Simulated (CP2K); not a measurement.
## TiAl3 in CP2K: the effect of functional

Crystal: TiAl3.

```
CELL_PARAMETERS angstrom
5.06249 0.00000 0.00000
2.17669 4.57065 0.00000
-3.61959 -2.28532 2.70271
ATOMIC_POSITIONS crystal
Ti 0.00000 0.00000 0.00000
Al 0.25000 0.75000 0.50000
Al 0.75000 0.25000 0.50000
Al 0.50000 0.50000 0.00000
```

The cell comes from a database or a generator and needn't be the stable form of this composition.

Alike in all runs:

| Item | Value |
| --- | --- |
| Program | CP2K 2026.2 |
| Task | single point |
| Potentials or basis | POTENTIAL_UZH Ti GTH-PBE-q12, Al GTH-PBE-q3; TZVP-MOLOPT-PBE-GTH basis |
| Density cutoff | 9184 eV |
| k mesh | 10 × 10 × 10 |
| Occupations | fermi-dirac, width 0.05 eV |
| Spin | no spin polarisation |

```csv
functional,pressure (GPa)
LDA,-0.1
PBEsol,0.9
OLYP,0.1
WC,0.9
PW91,?
SCAN,1.3
```

Q: What does the run with functional PW91 give?

A: Pressure 2.0 GPa.

Caveats: the potentials were made for another functional, which shifts forces and pressure; the basis of atomic orbitals isn't converged, which shifts pressures, moduli and gaps.

Runs at the PBE level aren't shown here.
